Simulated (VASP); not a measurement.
# Ti: molecular dynamics at constant energy

Ti, Im-3m (no. 229), 16 atoms in the cell. PBE, molecular dynamics; PAW potentials Ti (PBE set).

Ensemble: NVE; Starting temperature (K): 1000.

## Input

INCAR:
```
GGA = PE
PREC = Normal
ENCUT = 200
EDIFF = 1E-6
NELMIN = 4
NELM = 60
ALGO = Fast
LREAL = Auto
LASPH = T
ISMEAR = -1
SIGMA = 0.05
ISYM = 0
LWAVE = F
LCHARG = F
IBRION = 0
NSW = 60
POTIM = 3.0
TEBEG = 1000
ISIF = 2
RANDOM_SEED = 7856 0 0
MDALGO = 2
SMASS = -3
KPAR = 2
```

KPOINTS:
```
k-points
0
Monkhorst-Pack
  2 2 2
```

POSCAR:
```
Ti
1.0
    6.5640000000      0.0000000000      0.0000000000
    0.0000000000      6.5640000000      0.0000000000
    0.0000000000      0.0000000000      6.5640000000
Ti
16
Direct
    0.0000000000      0.0000000000      0.0000000000
    0.0000000000      0.0000000000      0.5000000000
    0.0000000000      0.5000000000      0.0000000000
    0.0000000000      0.5000000000      0.5000000000
    0.5000000000      0.0000000000      0.0000000000
    0.5000000000      0.0000000000      0.5000000000
    0.5000000000      0.5000000000      0.0000000000
    0.5000000000      0.5000000000      0.5000000000
    0.2500000000      0.2500000000      0.2500000000
    0.2500000000      0.2500000000      0.7500000000
    0.2500000000      0.7500000000      0.2500000000
    0.2500000000      0.7500000000      0.7500000000
    0.7500000000      0.2500000000      0.2500000000
    0.7500000000      0.2500000000      0.7500000000
    0.7500000000      0.7500000000      0.2500000000
    0.7500000000      0.7500000000      0.7500000000
```

Commands:
```
cat potpaw_PBE.64/Ti/POTCAR > POTCAR
mpirun -np 2 vasp_std > vasp.out
```

## Result

- Rise of the mean potential energy above the start (meV/atom): 32.5
- Mean temperature (K): 731
- Standard error of the mean temperature (K): 83
- Relative fluctuation of the kinetic energy: 0.254
- Canonical value of that fluctuation: 0.211
- Electronic steps per ionic step after the first: 6.8

Course of the run:

| Time (fs) | Temperature (K) | Potential energy less the first (meV/atom) |
|---|---|---|
| 3 | 1000 | 0.0 |
| 18 | 939 | 7.3 |
| 30 | 749 | 30.3 |
| 45 | 437 | 68.2 |
| 57 | 333 | 80.9 |
| 72 | 487 | 62.2 |
| 84 | 703 | 35.8 |
| 99 | 856 | 17.2 |
| 111 | 848 | 18.3 |
| 126 | 820 | 21.7 |
| 138 | 841 | 19.1 |
| 153 | 835 | 19.8 |
| 165 | 775 | 27.1 |
| 180 | 678 | 38.8 |

The mean temperature lies below the starting 1000 K, since the atoms start on their sites and part of their kinetic energy turns into potential energy.

REPORT:
```
MDALGO =   2
               SCALING =       0
                 CNEXP =     9.000   14.000
           RANDOM_SEED =              7856                0                0

   original number of atomic DOF:         45
   number of independent constraints:      0
   number of active DOF:                  45

========================================
         MD step No.       1
========================================

  Atomic velocities initialized by STEP_tb

  >Energies
                    E_tot             E_pot             E_kin               EPS                ES
   e_b>   -0.12029765E+03   -0.12223655E+03    0.19389092E+01    0.00000000E+00    0.00000000E+00

  >Temperature
               T_sim     T_inst
   tmprt>   1000.000    999.999

  >Thermostat:
           s(n+1) sdot(n+1)      s(n)   sdot(n)        Qs
   s_b>   0.00000   0.00000   0.00000   0.00000  -3.00000

           RANDOM_SEED =              7856               96                0

[... steps left out ...]

========================================
         MD step No.      60
========================================

  >Energies
                    E_tot             E_pot             E_kin               EPS                ES
   e_b>   -0.12029965E+03   -0.12161512E+03    0.13154774E+01    0.00000000E+00    0.00000000E+00

  >Temperature
               T_sim     T_inst
   tmprt>   1000.000    678.462

  >Thermostat:
           s(n+1) sdot(n+1)      s(n)   sdot(n)        Qs
   s_b>   0.00000   0.00000   0.00000   0.00000  -3.00000

           RANDOM_SEED =              7856               96                0
```

OSZICAR:
```
N       E                     dE             d eps       ncg     rms          rms(c)
DAV:   1     0.106984816389E+03    0.10698E+03   -0.11426E+04   328   0.632E+02
DAV:   2    -0.109150517481E+03   -0.21614E+03   -0.20893E+03   328   0.195E+02
DAV:   3    -0.137959866558E+03   -0.28809E+02   -0.26319E+02   480   0.581E+01
DAV:   4    -0.140262903086E+03   -0.23030E+01   -0.20929E+01   520   0.154E+01
DAV:   5    -0.140373634998E+03   -0.11073E+00   -0.10502E+00   464   0.262E+00    0.406E+01
RMM:   6    -0.123058549956E+03    0.17315E+02   -0.35464E+01   328   0.377E+01    0.974E+00
RMM:   7    -0.122234592688E+03    0.82396E+00   -0.13483E+01   328   0.137E+01    0.174E+00
RMM:   8    -0.122223765645E+03    0.10827E-01   -0.14677E+00   328   0.830E+00    0.206E+00
RMM:   9    -0.122239249900E+03   -0.15484E-01   -0.24401E-01   371   0.153E+00    0.132E+00
RMM:  10    -0.122259070296E+03   -0.19820E-01   -0.11220E-01   347   0.112E+00    0.121E+00
RMM:  11    -0.122237238082E+03    0.21832E-01   -0.78683E-02   332   0.180E+00    0.638E-01
RMM:  12    -0.122235491095E+03    0.17470E-02   -0.21987E-02   354   0.569E-01    0.221E-01
[... left out ...]
[... last step whole ...]
       N       E                     dE             d eps       ncg     rms          rms(c)
DAV:   1    -0.121615099545E+03    0.40680E-01   -0.23664E-02   656   0.921E-01    0.398E-02
RMM:   2    -0.121615226324E+03   -0.12678E-03   -0.19776E-03   330   0.233E-01    0.767E-02
RMM:   3    -0.121615116506E+03    0.10982E-03   -0.35739E-04   335   0.113E-01    0.212E-02
RMM:   4    -0.121615122688E+03   -0.61825E-05   -0.14363E-04   417   0.303E-02    0.158E-02
RMM:   5    -0.121615123401E+03   -0.71246E-06   -0.43345E-05   447   0.208E-02    0.111E-02
RMM:   6    -0.121615123215E+03    0.18574E-06   -0.12021E-05   369   0.124E-02    0.722E-03
RMM:   7    -0.121615123107E+03    0.10803E-06   -0.58192E-06   312   0.958E-03
     60 T=   678. E= -.12029965E+03 F= -.12161512E+03 E0= -.12149802E+03  EK= 0.13155E+01 SP= 0.00E+00 SK= 0.00E+00
```

Limits: 180 fs of 16 atoms are too short for converged averages.

VASP 6.6.1 took 652 s on 2 cores (AMD EPYC 7R43 (Zen 3)), a shared host.
